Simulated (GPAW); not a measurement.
Set up this calculation in GPAW 26.7.0, as an ASE script.

- Task: relaxation of cell and atoms
- Functional: PBEsol
- Potentials or basis: PAW data sets generated in the run's folder for this functional
- Cutoff: 600 eV
- Basis: pw
- k mesh: 10 × 10 × 10
- Occupations: fermi-dirac, width 0.05 eV
- Spin: no spin polarisation
- Target pressure: 10 GPa
- Maxiter: 150
- Optimizer: BFGS
- Fmax: 0.02 eV/Å
- Max steps: 60
- Target pressure: 10 GPa
- Convergence: density=1e-05 forces=0.0001

In:

```
In
1.0
    -1.88253    1.88253    1.88253
     1.88253   -1.88253    1.88253
     1.88253    1.88253   -1.88253
In
1
Cartesian
  0.0000 0.0000 0.0000
```

This isn't the form of In at room conditions, which is tetragonal.

These files were run (other wordings do the same):

run.py

```python
from ase import Atoms
from ase.filters import FrechetCellFilter
from ase.io import write
from ase.optimize import BFGS
from ase.units import GPa
from gpaw import GPAW, PW, setup_paths

setup_paths.insert(0, '.')

atoms = Atoms(['In'],
              cell=[[-1.88252524, 1.88252524, 1.88252524],
                    [1.88252524, -1.88252524, 1.88252524],
                    [1.88252524, 1.88252524, -1.88252524]],
              scaled_positions=[[0.0, 0.0, 0.0]],
              pbc=True)

calc = GPAW(mode=PW(600),
            xc='PBEsol',
            kpts={'size': (10, 10, 10), 'gamma': True},
            occupations={'name': 'fermi-dirac', 'width': 0.05},
            nbands=14,
            convergence={'density': 1e-05, 'forces': 0.0001},
            maxiter=150,
            txt='gpaw.txt')
atoms.calc = calc
opt = BFGS(FrechetCellFilter(atoms, scalar_pressure=10 * GPa), trajectory='relax.traj', logfile='-')
done = opt.run(fmax=0.02, steps=60)
calc.write('gs.gpw')
write('result.traj', atoms)
print('Converged:', done)
print('Cell:', atoms.cell.cellpar().round(4))
print('Volume:', round(atoms.get_volume(), 4))
print(atoms.get_scaled_positions().round(5))
```

Potentials or basis: PAW data sets generated in the run's folder for this functional, pw.

Launch:

```bash
$ gpaw-setup -f PBEsol In
$ OMP_NUM_THREADS=1 python run.py
```

Results of the run:

* Relaxed volume: 21.99 Å³/atom
* Relaxed cell: a = 3.057 Å, b = 3.057 Å, c = 3.057 Å, α = 109.47°, β = 109.47°, γ = 109.47°
* Space group after relaxing (to 0.05 Å): Im-3m (No. 229)
* Energy change on relaxing (the enthalpy is what falls): +88.5 meV/atom
* Ionic steps: 5
* Pressure after relaxing: 10.0 GPa
* Band gap on the k mesh: none (metal or under the smearing width)

Caveat: later steps reuse the first step's grids; the volume moved by over 15 % at a fixed basis, so the end points are rough.

Run time: 41 s on 1 thread of Arm Neoverse V2, on a shared host, peak memory 0.18 GiB.
